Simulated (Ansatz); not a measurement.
## Al3GaN4: strain energy, fitted

Al3GaN4, P-43m, a = 4.401 Å. The structure is a Materials Project entry; whether it is the stable form wasn't checked. Ansatz: r2SCAN, PAW, 500 eV, Γ-centred 6×6×6 mesh on 8 atoms, Gaussian smearing 0.02 eV; no spin polarisation. Series: biaxial strain in the a-b plane, c and atoms relaxed; x is the strain in per cent. y is the free energy over the unstrained cell, V0 = 10.657 Å³/atom.

```
x (%) y (meV/atom)
 -3.0             ?
 -1.5          4.58
  0.0          0.00
  1.5          4.21
  3.0         16.14
```

**Question.** Fit y = c2 x² + c3 x³ to the other rows, turn c2 into a modulus, and predict the missing energy.

**Answer.** Least squares on the rows shown. y = 1.9542 x² − 0.053659 x³. In eV per unit strain² c2 is 19.54; M is the biaxial modulus (E = M V0 ε²): 19.54 × 160.2 / (10.657) = 294 GPa. At x = -3.0 the fit asked for gives 19.04 meV/atom. The run gave 19.12 meV/atom, so the fit is 0.08 meV/atom too low, a small miss on the scale of the series. The form still works here, 33 % of the fitted range beyond its end.